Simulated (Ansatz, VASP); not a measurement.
BAs2 in VASP and in Ansatz

```xyz
6
Lattice="0.0000 3.9138 3.9138 3.9138 0.0000 3.9138 3.9138 3.9138 0.0000" Properties=species:S:1:pos:R:3 pbc="T T T"
B     1.9569    1.9569    1.9569
B     0.0000    0.0000    0.0000
As    2.7875    2.7875    2.7875
As    5.0401    5.0401    2.7875
As    5.0401    2.7875    5.0401
As    2.7875    5.0401    5.0401
```

Alike in both runs: task single point; functional PBE; k mesh 4 × 4 × 4; occupations gaussian, width 0.1 eV; no spin polarisation.

|  | VASP | Ansatz |
| --- | --- | --- |
| version | VASP 6.6.1 | Ansatz 0.2.0 |
| potentials or method | VASP PAW PBE potentials, release 64 (B, As) | scalar-relativistic, plane waves, PAW |
| plane-wave cutoff (eV) | 520 | 420 |
| valence electrons in the cell | 26 | 66 |

Ansatz gave:

| Item | Value |
| --- | --- |
| gap on the k mesh at the Fermi level (eV) | none |
| rms of the force components (eV/Å) | 14.473 |

Which values does VASP return?

gap on the k mesh at the Fermi level (eV): none; rms of the force components (eV/Å): 14.988.

Atom by atom the forces differ by 0.515 eV/Å (rms over components). A gap of «none» marks a metal or a gap that the smearing closes. The two sets of potentials don't hold the same shells in valence.

Caveats: forces of over 1 eV/Å show positions far from the minimum, so gaps and moduli don't describe the material at rest.
